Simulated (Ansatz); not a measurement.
# Rh: rattling a relaxed structure

The cell was reached from a generator's guess, though it ends in a space group that the Crystallography Open Database lists for this formula.

These are results of DFT PBE, scalar-relativistic, plane waves, PAW (Ansatz), not measurements. Cutoff 420 eV; k points 24×24×24 on the computed 1-atom cell (Γ-centred); Gaussian smearing, width 0.10 eV; no spin polarisation.

The cell below (1 atom, space group Fm-3m (No. 225)) is relaxed within its symmetry.

```yaml
crystal:
  lattice:
    - [0.00000, 1.91477, 1.91477]
    - [1.91477, 0.00000, 1.91477]
    - [1.91477, 1.91477, 0.00000]
  atoms:
    - { symbol: Rh, position: [0.00000, 0.00000, 0.00000] }
```

For the test a repeat of it with 4 atoms (edges 2.71, 4.69, 4.69 Å) was strained at random (σ = 1.5 % a component), the atoms were moved at random (σ = 0.05 Å), and all was relaxed again on a coarse 8×6×6 mesh (in the run’s order of axes) with 0.20 eV smearing, with no symmetry imposed.

Problem. What happens?

Solution. It returns, within 1 meV/atom of the unmoved cell on that mesh and with the same symmetry when read at 0.1 Å. No instability shows in this cell; modes of other wave vectors, which need another repeat, aren't tested.
